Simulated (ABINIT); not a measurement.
# Quasiparticle gap of BAs (F-43m) in ABINIT, part 3 of 3

Wanted: ground state, empty states, screening and self-energy for BAs (F-43m).

ABINIT 10.8.3; PBE and many-body steps on it, plane waves. Known limits of the many-body steps: not at the basis limit; no spin-orbit coupling; coarse k mesh.

So far. Step 4 (Empty states on the mesh, 4×4×4 mesh, 114 bands): On this mesh the gap is 1.453 eV. The earlier step found 1.208 eV, so this mesh misses an edge. Step 5 (Screening, 4×4×4 mesh, 106 bands, screening to 179.6 eV): Local fields lower ε∞ by 9 %. On a Γ-centred mesh this coarse the value itself is usually too large, while a short band sum pulls it down.

## (6) Self-energy, 4×4×4 mesh, 106 bands, screening to 179.6 eV

The self-energy is evaluated for the states that the input lists, and the levels follow from it, in one-shot runs by the linearised quasiparticle equation.

This step: G0W0 on PBE, plane waves, norm-conserving pseudopotentials.

run.abi reads:

```
acell 3*1.0 Angstrom
rprim 
  -0.000000000000 2.388500000000 2.388500000000
  2.388500000000 -0.000000000000 2.388500000000
  2.388500000000 2.388500000000 -0.000000000000
ntypat 2
znucl 5 33
natom 2
typat 1 2
xred 
  0.000000000000 0.000000000000 0.000000000000
  0.250000000000 0.250000000000 0.250000000000
pp_dirpath "pseudos"
pseudos "B.upf, As.upf"
ecut 44
ngkpt 4 4 4
nshiftk 1
shiftk 0 0 0
kptopt 1
chksymbreak 0
istwfk *1
occopt 1
irdwfk 1
optdriver 4
nband 106
gwcalctyp 0
ecutsigx 44
symsigma 1
nkptgw 8
kptgw 
  0.0000000000 0.0000000000 0.0000000000
  0.2500000000 0.0000000000 0.0000000000
  0.5000000000 0.0000000000 0.0000000000
  0.2500000000 0.2500000000 0.0000000000
  0.5000000000 0.2500000000 0.0000000000
  -0.2500000000 0.2500000000 0.0000000000
  0.5000000000 0.5000000000 0.0000000000
  -0.2500000000 0.5000000000 0.2500000000
bdgw 
  11 17
  11 17
  11 17
  11 17
  11 17
  11 17
  11 17
  11 17
ecuteps 6.6
irdscr 1
ppmodel 1
indata_prefix "in"
outdata_prefix "out"
tmpdata_prefix "tmp"
```

Started as:

```console
$ OMP_NUM_THREADS=1 mpirun -n 8 abinit run.abi > log
```

Numbers of over 12 decimals in the logs are rounded to 6 here.

The log of the run:

```text
.Version 10.8.3 of ABINIT. v10.8.2 released Aug 2026.

 Symmetries : space group F-4 3 m (#216); Bravais cF (face-center cubic)
[... echo of the input left out ...]
== DATASET  1 ==================================================================
-   mpi_nproc: 8, omp_nthreads: 1 (-1 if OMP is not activated)

--- !DatasetInfo
iteration_state: {dtset: 1, }
dimensions: {natom: 2, nkpt: 8, mband: 106, nsppol: 1, nspinor: 1, nspden: 1, mpw: 2637, }
cutoff_energies: {ecut:  44.0, pawecutdg:  -1.0, }
electrons: {nelect:   2.60000000E+01, charge:   0.00000000E+00, occopt:   1.00000000E+00, tsmear:   1.00000000E-02, }

 SIGMA: Calculation of the GW corrections

 Based on a program developped by R.W. Godby, V. Olevano, G. Onida, and L. Reining.
 Incorporated in ABINIT by V. Olevano, G.-M. Rignanese, and M. Torrent.
.Using double precision arithmetic ; gwpc =  8

[... cell and pseudopotentials left out ...]
--------------------------------------------------------------------------------

 ==== K-mesh for the wavefunctions ====
 Number of points in the irreducible wedge :     8
[... list of points left out ...]
 Together with 24 symmetry operations and time-reversal symmetry
 yields    64 points in the full Brillouin Zone.

 ==== Q-mesh for screening function ====
 Number of points in the irreducible wedge :     8
[... list of points left out ...]
 Together with 24 symmetry operations and time-reversal symmetry
 yields    64 points in the full Brillouin Zone.

 vcoul_init : cutoff-mode = AUXILIARY_FUNCTION
 q-points for optical limit:   1
     1)      0.000010    0.000020    0.000030
 setmesh: FFT mesh size selected  =    40x   40x   40
          total number of points  =        64000

 Number of electrons calculated from density =   26.0000; Expected =   26.0000
 average of density, n =  0.141374
 r_s =    1.1908
 omega_plasma =   36.2695 [eV]

 === KS Band Gaps ===
  >>>> For spin  1
   Minimum direct gap =   3.2894 [eV], located at k-point      :   0.0000  0.0000  0.0000
   Fundamental gap    =   1.4532 [eV], Top of valence bands at :   0.0000  0.0000  0.0000
                                       Bottom of conduction at :   0.5000  0.5000  0.0000
 SIGMA fundamental parameters:
 PLASMON POLE MODEL  1
 number of plane-waves for SigmaX                 2637
 number of plane-waves for SigmaC and W            169
 number of plane-waves for wavefunctions          2637
 number of bands                                   106
 number of independent spin polarizations            1
 number of spinorial components                      1
 number of k-points in IBZ                           8
 number of q-points in IBZ                           8
 number of symmetry operations                      24
 number of k-points in BZ                           64
 number of q-points in BZ                           64
 number of frequencies for dSigma/dE                 9
 frequency step for dSigma/dE [eV]                0.25
 number of omega for Sigma on real axis              0
 max omega for Sigma on real axis  [eV]           0.00
 zcut for avoiding poles [eV]                     0.10

 EPSILON^-1 parameters (SCR file):
 dimension of the eps^-1 matrix on file            169
 dimension of the eps^-1 matrix used               169
 number of plane-waves for wavefunctions          2637
 number of bands                                   106
 number of q-points in IBZ                           8
 number of frequencies                               2
 number of real frequencies                          1
 number of imag frequencies                          1

 matrix elements of self-energy operator (all in [eV])

 Perturbative Calculation

--- !SelfEnergy_ee
iteration_state: {dtset: 1, }
kpoint     : [   0.000,    0.000,    0.000, ]
spin       : 1
KS_gap     :    3.289
QP_gap     :    4.120
Delta_QP_KS:    0.831
data: !SigmaeeData |
     Band     E0 <VxcDFT>   SigX SigC(E0)      Z dSigC/dE  Sig(E)    E-E0       E
       11   7.999 -14.202 -15.766   0.952   0.808  -0.238 -14.697  -0.494   7.504
       12   7.999 -14.202 -15.766   0.952   0.808  -0.238 -14.697  -0.494   7.504
       13   7.999 -14.202 -15.766   0.952   0.808  -0.238 -14.697  -0.494   7.504
       14  11.288 -13.050  -8.192  -4.444   0.810  -0.234 -12.714   0.336  11.624
       15  11.288 -13.050  -8.192  -4.444   0.810  -0.234 -12.714   0.336  11.624
       16  11.288 -13.050  -8.192  -4.444   0.810  -0.234 -12.714   0.336  11.624
       17  12.679 -14.707  -8.810  -5.585   0.791  -0.263 -14.460   0.247  12.926

--- !SelfEnergy_ee
iteration_state: {dtset: 1, }
kpoint     : [   0.250,    0.000,    0.000, ]
spin       : 1
KS_gap     :    4.221
QP_gap     :    4.967
Delta_QP_KS:    0.746
data: !SigmaeeData |
     Band     E0 <VxcDFT>   SigX SigC(E0)      Z dSigC/dE  Sig(E)    E-E0       E
       11   3.067 -13.293 -16.728   2.435   0.790  -0.266 -14.083  -0.790   2.277
       12   6.852 -13.874 -15.805   1.251   0.805  -0.242 -14.421  -0.548   6.305
       13   6.852 -13.874 -15.805   1.251   0.805  -0.242 -14.421  -0.548   6.305
[...]
--- !SelfEnergy_ee
iteration_state: {dtset: 1, }
kpoint     : [   0.500,    0.000,    0.000, ]
spin       : 1
KS_gap     :    4.519
QP_gap     :    5.277
Delta_QP_KS:    0.758
data: !SigmaeeData |
     Band     E0 <VxcDFT>   SigX SigC(E0)      Z dSigC/dE  Sig(E)    E-E0       E
[...]
--- !SelfEnergy_ee
iteration_state: {dtset: 1, }
kpoint     : [   0.250,    0.250,    0.000, ]
spin       : 1
KS_gap     :    4.370
QP_gap     :    5.139
Delta_QP_KS:    0.769
data: !SigmaeeData |
     Band     E0 <VxcDFT>   SigX SigC(E0)      Z dSigC/dE  Sig(E)    E-E0       E
[...]
--- !SelfEnergy_ee
iteration_state: {dtset: 1, }
kpoint     : [   0.500,    0.250,    0.000, ]
spin       : 1
KS_gap     :    5.582
QP_gap     :    6.381
Delta_QP_KS:    0.799
data: !SigmaeeData |
     Band     E0 <VxcDFT>   SigX SigC(E0)      Z dSigC/dE  Sig(E)    E-E0       E
[...]
--- !SelfEnergy_ee
iteration_state: {dtset: 1, }
kpoint     : [  -0.250,    0.250,    0.000, ]
spin       : 1
KS_gap     :    5.496
QP_gap     :    6.326
Delta_QP_KS:    0.829
data: !SigmaeeData |
     Band     E0 <VxcDFT>   SigX SigC(E0)      Z dSigC/dE  Sig(E)    E-E0       E
[...]
--- !SelfEnergy_ee
iteration_state: {dtset: 1, }
kpoint     : [   0.500,    0.500,    0.000, ]
spin       : 1
KS_gap     :    5.527
QP_gap     :    6.269
Delta_QP_KS:    0.743
data: !SigmaeeData |
     Band     E0 <VxcDFT>   SigX SigC(E0)      Z dSigC/dE  Sig(E)    E-E0       E
[...]
--- !SelfEnergy_ee
iteration_state: {dtset: 1, }
kpoint     : [  -0.250,    0.500,    0.250, ]
spin       : 1
KS_gap     :   10.461
QP_gap     :   11.436
Delta_QP_KS:    0.975
data: !SigmaeeData |
     Band     E0 <VxcDFT>   SigX SigC(E0)      Z dSigC/dE  Sig(E)    E-E0       E
[...]
13   2.813 -12.282 -15.630   2.362   0.792  -0.262 -13.064  -0.782   2.032
       14  13.274 -11.445  -6.068  -5.137   0.806  -0.240 -11.252   0.194  13.468
       15  13.944 -13.286  -7.056  -5.706   0.792  -0.262 -12.870   0.416  14.360
       16  14.835 -11.805  -6.535  -5.029   0.814  -0.229 -11.609   0.196  15.030
       17  15.063 -13.277  -7.147  -5.692   0.792  -0.263 -12.930   0.346  15.409

 New Fermi energy :        3.116130E-01 Ha ,    8.479422E+00 eV

 === QP Band Gaps ===
  >>>> For spin  1
   Minimum direct gap =   4.1200 [eV], located at k-point      :   0.0000  0.0000  0.0000
   Fundamental gap    =   1.9500 [eV], Top of valence bands at :   0.0000  0.0000  0.0000
                                       Bottom of conduction at :   0.5000  0.5000  0.0000

== END DATASET(S) ==============================================================
================================================================================

 -outvars: echo values of variables after computation  --------
           etotal      0.0000000000E+00
            nband         106
             nkpt           8
          spgroup         216
 [... the other variables as echoed above ...]

 Calculation completed.
```

Elapsed: 23 s, on 8 MPI ranks of Arm Neoverse V2, shared host; peak memory 1.3 GiB; 3.1 min of CPU time.

Numbers from this step:

```yaml
g0w0_gap_on_the_mesh: 1.950 eV
starting_gap_on_the_mesh: 1.453 eV
k_of_the_valence_top: 0, 0, 0
k_of_the_conduction_bottom: 0.5, 0.5, 0
z_at_the_valence_top: 0.808
z_at_the_conduction_bottom: 0.818
least_direct_g0w0_gap_on_the_computed_points: 4.120 eV
```

The gap on the mesh goes from 1.45 eV to 1.95 eV, a correction of +0.50 eV. The start differs from the 1.21 eV found before because the two sample other k points.

Limits: finite bands, cutoff and mesh; no spin-orbit coupling; coarse k mesh. v1 is the top filled band, c1 the lowest empty one. Levels before and after the correction, in eV, zero at the valence-band top of each column:

|  | conduction bottom | valence top |
| --- | --- | --- |
| Kohn-Sham | 1.45 | 0.00 |
| G0W0 | 1.95 | 0.00 |

|  | level | energy (eV) |
| --- | --- | --- |
| Kohn-Sham | Γ v3-v1 | 0.000 |
| Kohn-Sham | Γ c1-c3 | 3.289 |
| Kohn-Sham | Γ c4 | 4.681 |
| Kohn-Sham | (0.5 0.5 0) v3 | -8.514 |
| Kohn-Sham | (0.5 0.5 0) v2-v1 | -4.073 |
| Kohn-Sham | (0.5 0.5 0) c1 | 1.453 |
| Kohn-Sham | (0.5 0.5 0) c2 | 1.458 |
| Kohn-Sham | (0.5 0.5 0) c3-c4 | 11.397 |
| G0W0 | Γ v3-v1 | 0.000 |
| G0W0 | Γ c1-c3 | 4.120 |
| G0W0 | Γ c4 | 5.422 |
| G0W0 | (0.5 0.5 0) v3 | -9.049 |
| G0W0 | (0.5 0.5 0) v2-v1 | -4.319 |
| G0W0 | (0.5 0.5 0) c1 | 1.950 |
| G0W0 | (0.5 0.5 0) c2 | 2.032 |
| G0W0 | (0.5 0.5 0) c3-c4 | 12.413 |

## (7) Where the time went

Times are wall times on 8 MPI ranks of Arm Neoverse V2, shared host, good to a factor of about two.

| step | time | share | memory (GiB) |
| --- | --- | --- | --- |
| ground state | 7.3 s | 12 % | 0.56 |
| bands along the symmetry lines | 6.2 s | 10 % | 0.51 |
| empty states on the mesh | 14 s | 23 % | 3.3 |
| screening | 11 s | 17 % | 1.1 |
| self-energy | 23 s | 38 % | 1.3 |

## (8) What came out

```
PBE gap                              : 1.21 eV, indirect
G0W0 gap on the mesh                 : 1.95 eV
G0W0 gap over the zone (rigid shift) : 1.70 eV
GW settings                          : 4×4×4 mesh, 106 bands, screening to 179.6 eV, Godby-Needs plasmon pole
known limits                         : not at the basis limit; no spin-orbit coupling; coarse k mesh
```

What this shows: G0W0 moves the gap on the mesh from 1.45 eV to 1.95 eV (+0.50 eV), with Z of 0.81 and 0.82 at the edges. The mesh misses the band edges by 0.25 eV in all; a rigid shift gives 1.70 eV for the zone. Local fields lower the RPA ε∞ on this mesh from 15.30 to 13.99; a Γ-centred mesh this coarse tends to raise both, most where the direct gap is narrow, while a short band sum lowers them. The dearest step here is «self-energy». Against experiment, by G0W0@PBE: the gap of 1.70 eV lies −0.32 eV from the measured 2.02 eV (indirect, 300 K, 2019); the direct gap of 4.12 eV lies +0.00 eV from the measured 4.12 eV (direct, 300 K, 2019); the gap of 1.70 eV lies −0.12 eV from the measured 1.82 eV (indirect, 300 K, 2019). An exciton line or allowed optical edge lies below the quasiparticle gap by the binding energy; a forbidden edge can push the onset above it. The calculation has static nuclei and no excitons; a measured gap holds zero-point and thermal motion, which mostly lowers it. Bands and cutoff are finite, so the gap is not at the basis limit. The miss can reach some tenths of an eV and take either sign; the mesh is an error of its own. A denser mesh or path gives a starting gap of 1.21 eV: the GW mesh misses a band edge, so its gaps are not the fundamental one. The 4×4×4 mesh is coarse for this cell, which bears on the long-range parts of exchange and screening. The many-body steps are scalar-relativistic: spin-orbit coupling is not in them.

[Paths, hosts, dates, memory and timing lines, banners, echoed tables and standing remarks are left out of the program output.]

[Logs are printed without paths, hosts, clocks, repeated set-up lines and the standing remarks that a program may print on its own settings, such as how far it seeks lower states.]

[Runs of the session that timed out or met a known fault of the program may be left out.]

[Hosts, paths, dates, database ids (printed as entryN), source tags and the programs' standing remarks are cut or masked in the printed files.]

[G0W0 gaps are taken among the corrected bands and points alone; a level outside them can change the order at an edge.]

[Where Ansatz stands beside ABINIT at settings called matched, ABINIT's density can come from a denser mesh and the files from another edition; pairs whose starting gaps differed by over 0.03 eV were left out, so agreement reads better than it is.]
